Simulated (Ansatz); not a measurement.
# Ta (Im-3m) in Ansatz: reference runs

How does Ta come out in PBEsol? The cell is run as given and disturbed, then over a range of volumes.

Program: Ansatz 0.2.0. These are calculated values, not measurements. Logs are shortened: lines on timing, memory, paths and dates and some standing lists are left out, and cuts for length are marked.

**The experiment to reproduce.**

From “Refinement of the equation of state of tantalum”, 2004, arxiv:cond-mat/0403080, for a bulk crystal of Ta: bulk modulus 194 GPa.

The runs below are set against these values where they give the same quantity.

### 1 The structure

The structure is cubic, space group Im-3m (No. 229). Conventional cell: a = 3.303 Å, b = 3.303 Å, c = 3.303 Å, α = 90.00°, β = 90.00°, γ = 90.00°. Ta (site symmetry m-3m) is surrounded by 8 Ta at 2.86 Å.

### 2 Single point, PBEsol

input.yaml

```yaml
crystal:
  lattice:
    - [-1.65128, 1.65128, 1.65128]
    - [1.65128, -1.65128, 1.65128]
    - [1.65128, 1.65128, -1.65128]
  atoms:
    - { symbol: Ta, position: [0.0, 0.0, 0.0] }
hamiltonian:
  xc: pbesol
  pseudopotentials: { kind: paw }
kpoints:
  mp_grid: { grid: [11, 11, 11] }
scf:
  occupations: { method: fermi_dirac, width: 0.05 }
output:
  forces: true
  stress: true
  eigenvalues: true
```

Potentials or basis: Ansatz PAW.

Launch:

```
> ansatz run input.yaml --threads 2 --pin off --max-ram 5632MiB --backend cpu --events-out ev --progress --plain --runs-dir out
```

What it wrote:

```text
Warning: RAYON_NUM_THREADS=2 ignored (pool sized by the plan → 2); use --threads N
Engine: ansatz 0.2.0, x86_64-unknown-linux-gnu
Pseudopotentials: kind: paw
Pseudopotential: Ta, paw, valence charge 13, recommended cutoff 420 eV (normal), Ta.paw.azcp
Functional definition: PBEsol
  exchange = pbesol_x
  correlation = pbesol_c
Crystal: 1 atoms, lattice volume = 18.010 Å³
Basis set: ecut = 420 eV, 369 PW (Γ), exchange–correlation on 40×40×40 points (8 copies of the dense FFT grid, shifted against one another)
Bands: 11, of which v1, the nominal top of the filled ones, is band 7 counted from 1 (6 counted from 0)
Symmetry: 48 space group operations
Space group: Im-3m (ITA 229), of the structure as read, at distance tolerance 2.6e-5 Å
k-points: 56 of 1331
Non-local potential: Ta, projectors of the file, l = 0: 3, l = 1: 2, l = 2: 2, l = 3: 1
PAW form: soft (Blöchl's): semilocal exchange-correlation on the pseudo side does not see the compensation charge
PAW frozen core: Ta, regenerated for the run's functional, and the local potential with it (the file was generated under x = pbe(κ = 0.804, μ = 0.2195149727645171), c = pbe(β = 0.06672455060314922))
PAW one-centre angular grid: Ta, 590 points (default); XC on 64 Gauss nodes
Initial density: superposition of atomic densities (neutral atoms: chi_scale 0, normalization atom), corrected by the library's trained network
Initial wavefunctions: pseudopotential atomic-orbital guess
Functional: x = pbesol(κ = 0.804, μ = 0.12345679012345678), c = pbesol(β = 0.046)
SCF iter   1: F=—  HF=-9806.504144 eV  |F-HF|=—  |Δ(HF+E_count)|=         —  Δρ=2.38e-3  dr2=2.93e-4  ethr=1.77e-3  ⟨swp⟩=5.9  Hψ=3537  notcnv=0
preconditioner: auto → none  [insulator: Δε(μ)=0.115 eV  Ē_g=8.319 eV  σ=0.050 eV  W_gap=0.51  n_scr=0 (ndim 8)  ℏωp=19.6 eV  f_vac=0.000  D(μ)=0.87/eV (n_scr^D=12)  ε∞_Penn≈6.5]
SCF iter   2: F=—  HF=-9806.503935 eV  |F-HF|=—  |Δ(HF+E_count)|=   2.09e-4  Δρ=1.09e-3  dr2=5.80e-5  ethr=2.25e-6  ⟨swp⟩=2.1  Hψ=1344  notcnv=0
SCF iter   3: F=—  HF=-9806.503973 eV  |F-HF|=—  |Δ(HF+E_count)|=   3.80e-5  Δρ=1.52e-4  dr2=1.42e-6  ethr=4.46e-7  ⟨swp⟩=1.1  Hψ=619  notcnv=0
iter 4 did not close the SCF: its close was put off for the readings that it lacked (scf_convergence_deferred on its scf_iter line)
SCF iter   4: F=-9806.503973 eV  HF=-9806.503973 eV  |F-HF|=3.10e-8  |Δ(HF+E_count)|=   8.80e-8  Δρ=3.31e-5  dr2=6.60e-8  ethr=1.10e-8  ⟨swp⟩=2.3  Hψ=903  notcnv=0
iter 5 did not close the SCF: its close was put off for the readings that it lacked (scf_convergence_deferred on its scf_iter line)
SCF iter   5: F=-9806.503973 eV  HF=-9806.503973 eV  |F-HF|=4.92e-9  |Δ(HF+E_count)|=   1.89e-8  Δρ=1.53e-5  dr2=1.07e-8  ethr=5.08e-10  ⟨swp⟩=1.9  Hψ=734  notcnv=0
SCF iter   6: F=-9806.503973 eV  HF=-9806.503973 eV  |F-HF|=2.06e-10  |Δ(HF+E_count)|=   3.96e-9  Δρ=2.65e-6  dr2=4.53e-10  ethr=8.25e-11  ⟨swp⟩=1.9  Hψ=1926  notcnv=0
SCF 1 converged in 6 iterations: F = -9806.503973 eV  dr2 = 4.53e-10
SCF converged after 6 iterations
Free energy (F): -9806.503973 eV
Harris-Foulkes:  -9806.503973 eV  (|F-HF|=2.06e-10)
Internal energy: -9806.495930 eV  (E = F + TS)
E sigma→0 (E₀):  -9806.499952 eV
Entropy (-TS):   -0.008043 eV (-8.043 meV/atom)
Fermi energy:    18.467894 eV
--- Per-component energies (eV) ---
  E_band       = -105.232077
  E_kinetic    = 365.933690
  E_local      = -550.104932  (includes V_loc(G=0)·N_el)
  E_nonlocal   = 17.599022
  E_hartree    = 190.098772
  E_xc         = -216.878327
  E_vxc        = -203.678026  (∫ρ·V_xc dr)
  E_paw        = -8272.546514  (= ΣΔE_a)
  E_vpaw       = -115.179761  (= ΣTr[D̂ρ^β])
  E_aug_tail   = 0.000155  (compensation charges beyond the density's cutoff)
  E_ewald      = -1340.811443
  E_core_change = 0.213646  (= ΣΔE_core)
  E_smearing   = -0.008043  (= −TS)
  E_closure    = 0.000000  (closes the sum)
  Σ components = -9806.503973   (vs F -9806.503973, Δ=0.00e0)
--- Forces (eV/Å), atoms counted from 1 ---
  atom   1  Ta    -0.00000000     0.00000000     0.00000000
  max |Σ_I F_I| component: 2.88e-32 eV/Å
--- Stress (GPa, compression-positive) ---
       -4.329224       0.000000      -0.000000
        0.000000      -4.329224      -0.000000
        0.000000       0.000000      -4.329224
  P = ⅓ Tr σ = -4.3292 GPa (-43.292 kbar)
--- Band table (eV; the first three rows and the last of 56) ---
  k-point 0: bands = ["-48.5679", "-14.5096", "-14.5096", "-14.5096", "10.5631", "19.1946", "19.1946", "19.1946", "22.4645", "22.4645", "33.1089"]
  k-point 1: bands = ["-48.5587", "-14.6112", "-14.5410", "-14.5102", "10.9273", "18.9611", "19.1155", "19.5565", "22.1169", "22.4677", "33.4239"]
  k-point 2: bands = ["-48.5341", "-14.8766", "-14.6244", "-14.5117", "11.9138", "18.3958", "18.7392", "20.6115", "21.7668", "22.5242", "33.8669"]
  k-point 55: bands = ["-48.3684", "-15.3352", "-15.3172", "-15.3172", "14.7593", "14.8021", "24.3016", "24.3016", "25.1242", "26.4781", "28.3014"]
```

Run time: 0.49 s. Hardware: 2 threads of Intel Xeon 6975P-C (Granite Rapids), shared host; peak memory 0.29 GiB.

What came out:

```
Free energy            : -9806.5040 eV
Pressure               : -4.3 GPa
Band gap on the k mesh : none (metal or under the smearing width)
```

Levels at points of the mesh, in eV from the Fermi level:
| k point | band 2 | band 3 | band 4 | band 5 | band 6 | band 7 | band 8 | band 9 | band 10 | band 11 |
| --- | --- | --- | --- | --- | --- | --- | --- | --- | --- | --- |
| (0.00, 0.00, 0.00) | -32.98 | -32.98 | -32.98 | -7.90 | 0.73 | 0.73 | 0.73 | 4.00 | 4.00 | 14.64 |

Caveat: the PAW data sets come from PBE, with cores solved anew for the run's functional, which leaves a small shift of forces and pressure.

### 3 Single point, PBEsol (cell strained at random at fixed volume)

input.yaml

```yaml
crystal:
  lattice:
    - [-1.620734, 1.654648, 1.62924]
    - [1.697801, -1.62617, 1.677829]
    - [1.622436, 1.627872, -1.600762]
  atoms:
    - { symbol: Ta, position: [0.001911, -0.023575, -0.004103] }
hamiltonian:
  xc: pbesol
  pseudopotentials: { kind: paw }
kpoints:
  mp_grid: { grid: [11, 11, 11] }
scf:
  occupations: { method: fermi_dirac, width: 0.05 }
output:
  forces: true
  stress: true
  eigenvalues: true
```

Potentials or basis: Ansatz PAW.

Launch:

```
> ansatz run input.yaml --threads 2 --pin off --max-ram 5632MiB --backend cpu --events-out ev --progress --plain --runs-dir out
```

What it wrote:

```text
Warning: RAYON_NUM_THREADS=2 ignored (pool sized by the plan → 2); use --threads N
[... 6 set-up lines as earlier in the session ...]
Crystal: 1 atoms, lattice volume = 18.010 Å³
Basis set: ecut = 420 eV, 355 PW (Γ), exchange–correlation on 40×40×40 points (8 copies of the dense FFT grid, shifted against one another)
Bands: 11, of which v1, the nominal top of the filled ones, is band 7 counted from 1 (6 counted from 0)
Symmetry: 2 space group operations
Space group: P-1 (ITA 2), of the structure as read, at distance tolerance 2.6e-5 Å
k-points: 666 of 1331
[... 7 set-up lines as earlier in the session ...]
SCF iter   1: F=—  HF=-9806.491262 eV  |F-HF|=—  |Δ(HF+E_count)|=         —  Δρ=2.74e-3  dr2=6.55e-4  ethr=1.77e-3  ⟨swp⟩=5.8  Hψ=42107  notcnv=0
preconditioner: auto → none  [metal: Δε(μ)=0.012 eV  Ē_g=8.319 eV  σ=0.050 eV  W_gap=0.06  n_scr=0 (ndim 8)  ℏωp=19.6 eV  f_vac=0.000  D(μ)=1.27/eV (n_scr^D=12)]
SCF iter   2: F=—  HF=-9806.490895 eV  |F-HF|=—  |Δ(HF+E_count)|=   3.67e-4  Δρ=1.14e-3  dr2=7.46e-5  ethr=5.04e-6  ⟨swp⟩=2.5  Hψ=16055  notcnv=0
SCF iter   3: F=—  HF=-9806.490925 eV  |F-HF|=—  |Δ(HF+E_count)|=   2.97e-5  Δρ=2.60e-4  dr2=3.33e-6  ethr=5.74e-7  ⟨swp⟩=1.0  Hψ=7276  notcnv=0
iter 4 did not close the SCF: its close was put off for the readings that it lacked (scf_convergence_deferred on its scf_iter line)
SCF iter   4: F=-9806.490927 eV  HF=-9806.490927 eV  |F-HF|=6.40e-8  |Δ(HF+E_count)|=   1.99e-6  Δρ=2.17e-5  dr2=7.93e-8  ethr=2.56e-8  ⟨swp⟩=2.2  Hψ=9849  notcnv=0
iter 5 did not close the SCF: its close was put off for the readings that it lacked (scf_convergence_deferred on its scf_iter line)
SCF iter   5: F=-9806.490927 eV  HF=-9806.490927 eV  |F-HF|=8.00e-11  |Δ(HF+E_count)|=   3.80e-8  Δρ=3.12e-6  dr2=5.53e-10  ethr=6.10e-10  ⟨swp⟩=2.1  Hψ=10857  notcnv=0
SCF iter   6: F=-9806.490927 eV  HF=-9806.490927 eV  |F-HF|=5.46e-12  |Δ(HF+E_count)|=  1.82e-12  Δρ=8.01e-7  dr2=3.28e-11  ethr=4.25e-12  ⟨swp⟩=1.5  Hψ=22135  notcnv=0
SCF 1 converged in 6 iterations: F = -9806.490927 eV  dr2 = 3.28e-11
SCF converged after 6 iterations
Free energy (F): -9806.490927 eV
Harris-Foulkes:  -9806.490927 eV  (|F-HF|=5.46e-12)
Internal energy: -9806.480308 eV  (E = F + TS)
E sigma→0 (E₀):  -9806.485617 eV
Entropy (-TS):   -0.010618 eV (-10.618 meV/atom)
Fermi energy:    18.462154 eV
--- Per-component energies (eV) ---
  E_band       = -105.231855
  E_kinetic    = 366.003067
  E_local      = -550.841663  (includes V_loc(G=0)·N_el)
  E_nonlocal   = 17.627720
  E_hartree    = 190.436771
  E_xc         = -216.891861
  E_vxc        = -203.695306  (∫ρ·V_xc dr)
  E_paw        = -8272.562761  (= ΣΔE_a)
  E_vpaw       = -115.199358  (= ΣTr[D̂ρ^β])
  E_aug_tail   = 0.000140  (compensation charges beyond the density's cutoff)
  E_ewald      = -1340.465367
  E_core_change = 0.213646  (= ΣΔE_core)
  E_smearing   = -0.010618  (= −TS)
  E_closure    = 0.000000  (closes the sum)
  Σ components = -9806.490927   (vs F -9806.490927, Δ=0.00e0)
--- Forces (eV/Å), atoms counted from 1 ---
  atom   1  Ta     0.00000000     0.00000000     0.00000000
  max |Σ_I F_I| component: 0.00e0 eV/Å
--- Stress (GPa, compression-positive) ---
       -4.494453      -0.240356      -4.123991
       -0.240356      -3.248491      -1.441942
       -4.123991      -1.441942      -4.044182
  P = ⅓ Tr σ = -3.9290 GPa (-39.290 kbar)
--- Band table (eV; the first three rows and the last of 666) ---
  k-point 0: bands = ["-48.5672", "-14.5836", "-14.5049", "-14.4287", "10.5658", "18.8216", "19.0614", "19.6297", "22.4620", "22.5785", "32.6383"]
  k-point 1: bands = ["-48.5578", "-14.6388", "-14.5334", "-14.4803", "10.9306", "18.8264", "18.9933", "19.7565", "22.1543", "22.5184", "33.1048"]
  k-point 2: bands = ["-48.5325", "-14.8731", "-14.6323", "-14.5013", "11.9178", "18.3451", "18.7349", "20.6296", "21.8033", "22.5434", "33.7478"]
  k-point 665: bands = ["-48.4652", "-15.5175", "-14.8401", "-14.5684", "14.6801", "17.0150", "17.8823", "22.7045", "23.1425", "25.6788", "31.3506"]
```

It took 2.3 s on 2 threads of Intel Xeon 6975P-C (Granite Rapids), shared host; peak memory 0.43 GiB.

Results:

* Free energy: -9806.4909 eV
* Pressure: -3.9 GPa
* Band gap on the k mesh: none (metal or under the smearing width)

Stress tensor (GPa, compression positive):
```
-4.49 -0.24 -4.12
-0.24 -3.25 -1.44
-4.12 -1.44 -4.04
```

Caveat: the PAW data sets come from PBE, with cores solved anew for the run's functional, which leaves a small shift of forces and pressure.

### 4 Single point, PBEsol, 16.93 Å³/atom (volume scaled by 0.94)

input.yaml

```yaml
crystal:
  lattice:
    - [-1.6175709496, 1.6175709496, 1.6175709496]
    - [1.6175709496, -1.6175709496, 1.6175709496]
    - [1.6175709496, 1.6175709496, -1.6175709496]
  atoms:
    - { symbol: Ta, position: [0.0, 0.0, 0.0] }
hamiltonian:
  xc: pbesol
  pseudopotentials: { kind: paw }
kpoints:
  mp_grid: { grid: [11, 11, 11] }
scf:
  occupations: { method: fermi_dirac, width: 0.05 }
output:
  forces: true
  stress: true
  eigenvalues: true
```

Launch:

```
> ansatz run input.yaml --threads 2 --pin off --max-ram 5632MiB --backend cpu --events-out ev --progress --plain --runs-dir out
```

It took 0.6 s on 2 threads of Intel Xeon 6975P-C (Granite Rapids), shared host; peak memory 0.29 GiB.

Results (log left out):

- Free energy: -9806.4893 eV
- Pressure: 9.5 GPa
- Band gap on the k mesh: none (metal or under the smearing width)

Caveat: the PAW data sets come from PBE, with cores solved anew for the run's functional, which leaves a small shift of forces and pressure.

### 5 Single point, PBEsol, 17.29 Å³/atom (volume scaled by 0.96)

input.yaml: that of step 4 with these lines changed.

```diff
@@ -2,5 +2,5 @@
   lattice:
-    - [-1.6175709496, 1.6175709496, 1.6175709496]
-    - [1.6175709496, -1.6175709496, 1.6175709496]
-    - [1.6175709496, 1.6175709496, -1.6175709496]
+    - [-1.6289626696, 1.6289626696, 1.6289626696]
+    - [1.6289626696, -1.6289626696, 1.6289626696]
+    - [1.6289626696, 1.6289626696, -1.6289626696]
   atoms:
```

Launch:

```
> ansatz run input.yaml --threads 2 --pin off --max-ram 5632MiB --backend cpu --events-out ev --progress --plain --runs-dir out
```

Run time: 0.45 s. Hardware: 2 threads of Intel Xeon 6975P-C (Granite Rapids), shared host; peak memory 0.29 GiB.

The run converged. Its results:

```
Free energy            : -9806.5047 eV
Pressure               : 4.3 GPa
Band gap on the k mesh : none (metal or under the smearing width)
```

Caveat: the PAW data sets come from PBE, with cores solved anew for the run's functional, which leaves a small shift of forces and pressure.

### 6 Single point, PBEsol, 17.65 Å³/atom (volume scaled by 0.98)

input.yaml

```yaml
crystal:
  lattice:
    - [-1.64019725, 1.64019725, 1.64019725]
    - [1.64019725, -1.64019725, 1.64019725]
    - [1.64019725, 1.64019725, -1.64019725]
  atoms:
    - { symbol: Ta, position: [0.0, 0.0, 0.0] }
hamiltonian:
  xc: pbesol
  pseudopotentials: { kind: paw }
kpoints:
  mp_grid: { grid: [11, 11, 11] }
scf:
  occupations: { method: fermi_dirac, width: 0.05 }
output:
  forces: true
  stress: true
  eigenvalues: true
  write_density: true
  write_potential: true
  elf: true
  volumetric_format: npy
```

Potentials or basis: Ansatz PAW.

Launch:

```
> ansatz run input.yaml --threads 2 --pin off --max-ram 5632MiB --backend cpu --events-out ev --progress --plain --runs-dir out
```

It took 0.51 s on 2 threads of Intel Xeon 6975P-C (Granite Rapids), shared host; peak memory 0.3 GiB.

The run converged. Its results:

| Property | Result |
| --- | --- |
| Free energy | -9806.5092 eV |
| Pressure | -0.2 GPa |
| Band gap on the k mesh | none (metal or under the smearing width) |

Caveat: the PAW data sets come from PBE, with cores solved anew for the run's functional, which leaves a small shift of forces and pressure.

### 7 Single point, PBEsol, 18.01 Å³/atom

input.yaml

```yaml
crystal:
  lattice:
    - [-1.65128, 1.65128, 1.65128]
    - [1.65128, -1.65128, 1.65128]
    - [1.65128, 1.65128, -1.65128]
  atoms:
    - { symbol: Ta, position: [0.0, 0.0, 0.0] }
hamiltonian:
  xc: pbesol
  pseudopotentials: { kind: paw }
kpoints:
  mp_grid: { grid: [11, 11, 11] }
scf:
  occupations: { method: fermi_dirac, width: 0.05 }
output:
  forces: true
  stress: true
  eigenvalues: true
```

Launch:

```
> ansatz run input.yaml --threads 2 --pin off --max-ram 5632MiB --backend cpu --events-out ev --progress --plain --runs-dir out
```

Wall time 0.58 s (2 threads of Intel Xeon 6975P-C (Granite Rapids), shared host); peak memory 0.28 GiB.

The run converged. Its results:

* Free energy: -9806.5040 eV
* Pressure: -4.3 GPa
* Band gap on the k mesh: none (metal or under the smearing width)

Caveat: the PAW data sets come from PBE, with cores solved anew for the run's functional, which leaves a small shift of forces and pressure.

### 8 Single point, PBEsol, 18.37 Å³/atom (volume scaled by 1.02)

input.yaml

```yaml
crystal:
  lattice:
    - [-1.6622159478, 1.6622159478, 1.6622159478]
    - [1.6622159478, -1.6622159478, 1.6622159478]
    - [1.6622159478, 1.6622159478, -1.6622159478]
  atoms:
    - { symbol: Ta, position: [0.0, 0.0, 0.0] }
hamiltonian:
  xc: pbesol
  pseudopotentials: { kind: paw }
kpoints:
  mp_grid: { grid: [11, 11, 11] }
scf:
  occupations: { method: fermi_dirac, width: 0.05 }
output:
  forces: true
  stress: true
  eigenvalues: true
  write_density: true
  write_potential: true
  elf: true
  volumetric_format: npy
```

Launch:

```
> ansatz run input.yaml --threads 2 --pin off --max-ram 5632MiB --backend cpu --events-out ev --progress --plain --runs-dir out
```

Run time: 0.66 s. Hardware: 2 threads of Intel Xeon 6975P-C (Granite Rapids), shared host; peak memory 0.3 GiB.

It converged, with:

| Item | Value |
| --- | --- |
| Free energy | -9806.4901 eV |
| Pressure | -8.0 GPa |
| Band gap on the k mesh | none (metal or under the smearing width) |

Caveat: the PAW data sets come from PBE, with cores solved anew for the run's functional, which leaves a small shift of forces and pressure.

### 9 Single point, PBEsol, 18.73 Å³/atom (volume scaled by 1.04)

input.yaml

```yaml
crystal:
  lattice:
    - [-1.6730098603, 1.6730098603, 1.6730098603]
    - [1.6730098603, -1.6730098603, 1.6730098603]
    - [1.6730098603, 1.6730098603, -1.6730098603]
  atoms:
    - { symbol: Ta, position: [0.0, 0.0, 0.0] }
hamiltonian:
  xc: pbesol
  pseudopotentials: { kind: paw }
kpoints:
  mp_grid: { grid: [11, 11, 11] }
scf:
  occupations: { method: fermi_dirac, width: 0.05 }
output:
  forces: true
  stress: true
  eigenvalues: true
```

Potentials or basis: Ansatz PAW.

Launch:

```
> ansatz run input.yaml --threads 2 --pin off --max-ram 5632MiB --backend cpu --events-out ev --progress --plain --runs-dir out
```

It took 0.49 s on 2 threads of Intel Xeon 6975P-C (Granite Rapids), shared host; peak memory 0.29 GiB.

Results (log left out):

```
Free energy            : -9806.4684 eV
Pressure               : -11.3 GPa
Band gap on the k mesh : none (metal or under the smearing width)
```

Caveat: the PAW data sets come from PBE, with cores solved anew for the run's functional, which leaves a small shift of forces and pressure.

### 10 Single point, PBEsol, 19.09 Å³/atom (volume scaled by 1.06)

input.yaml

```yaml
crystal:
  lattice:
    - [-1.6836662614, 1.6836662614, 1.6836662614]
    - [1.6836662614, -1.6836662614, 1.6836662614]
    - [1.6836662614, 1.6836662614, -1.6836662614]
  atoms:
    - { symbol: Ta, position: [0.0, 0.0, 0.0] }
hamiltonian:
  xc: pbesol
  pseudopotentials: { kind: paw }
kpoints:
  mp_grid: { grid: [11, 11, 11] }
scf:
  occupations: { method: fermi_dirac, width: 0.05 }
output:
  forces: true
  stress: true
  eigenvalues: true
  write_density: true
  write_potential: true
  elf: true
  volumetric_format: npy
```

Launch:

```
> ansatz run input.yaml --threads 2 --pin off --max-ram 5632MiB --backend cpu --events-out ev --progress --plain --runs-dir out
```

Run time: 0.64 s. Hardware: 2 threads of Intel Xeon 6975P-C (Granite Rapids), shared host; peak memory 0.29 GiB.

It converged, with:

```yaml
Free_energy: -9806.4396 eV
Pressure: -14.2 GPa
Band_gap_on_the_k_mesh: none (metal or under the smearing width)
```

Caveat: the PAW data sets come from PBE, with cores solved anew for the run's functional, which leaves a small shift of forces and pressure.

### 11 Equation of state, PBEsol

Potentials or basis: Ansatz PAW.

No new run: the results of the series are fitted here.

Results:

```yaml
Equilibrium_volume: 17.63 Å³/atom
Bulk_modulus: 213 GPa
Pressure_derivative_of_the_bulk_modulus: 4.4
```

Energy against volume, from the lowest point:
```tsv
volume (Å³/atom)	energy (meV/atom)
16.930	19.89
17.290	4.50
17.650	0.00
18.010	5.22
18.371	19.13
18.731	40.85
19.091	69.57
```

Spin-orbit coupling is left out, which matters for the levels of Ta.

### 12 The runs side by side

| task | cell | gap on the mesh (eV) | pressure (GPa) |
| --- | --- | --- | --- |
| single point | as given | none | -4.3 |
| single point | cell strained at random at fixed volume | none | -3.9 |
| equation of state | as given | - | - |

Alike in all rows: level PBEsol; potentials or basis Ansatz PAW; no spin polarisation; k mesh 11 × 11 × 11; cutoff (eV) 420; smearing fermi-dirac 0.05 eV.

Caveats: the PAW data sets come from PBE, with cores solved anew for the run's functional, which leaves a small shift of forces and pressure (some runs).

Total energies depend on the potentials used, so only differences within one code and one set of settings carry meaning.

### 13 Comparison with measurements

Step 11. Measured bulk modulus of Ta: 194 GPa (quoted in “Refinement of the equation of state of tantalum”, 2004, arxiv:cond-mat/0403080). This calculation gives 213 GPa (+9.7 %). The fit is for a static lattice scaled at fixed shape and fixed fractional positions.
